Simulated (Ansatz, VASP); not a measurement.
# One calculation of MnO, two programs

```
CELL_PARAMETERS angstrom
0.00000 2.22391 2.22391
2.22391 0.00000 2.22391
2.22391 2.22391 0.00000
ATOMIC_POSITIONS crystal
Mn 0.00000 0.00000 0.00000
O 0.50000 0.50000 0.50000
```

Alike in both runs: functional LDA; k mesh 10 × 10 × 10; occupations fermi-dirac, width 0.05 eV; collinear spin.

```csv
,VASP,Ansatz
version,VASP 6.6.1,Ansatz 0.2.0
potentials or method,"VASP PAW LDA potentials, release 64 (Mn_pv, O), cutoff 520 eV","all-electron LAPW, scalar-relativistic"
task,single point,band structure
```

|  | VASP | Ansatz | Ansatz less VASP |
| --- | --- | --- | --- |
| gap on the k mesh at the Fermi level (eV) | none | none | - |
| pressure (GPa) | -17.8 | -16.6 | +1.21 |
| net moment per atom (μB) | 2.26 | 2.30 | +0.038 |
| size of the moment on the site where the two differ most (μB) | 4.11 | 4.17 | +0.057 |

Site moments also hang on the region over which each program counts them. A gap of «none» marks a metal or a gap that the smearing closes. Ansatz ran all-electron here, so the differences hold the error of VASP's frozen core and of both bases.

Caveats: a cell with one magnetic atom can't hold antiferromagnetic order, which such compounds often take; semilocal functionals often make such compounds metallic where correlation or magnetic order opens a gap, which also shifts bond lengths; so large a pressure means that the cell lies far from this level's equilibrium, or that cutoff or potentials fall short (VASP).
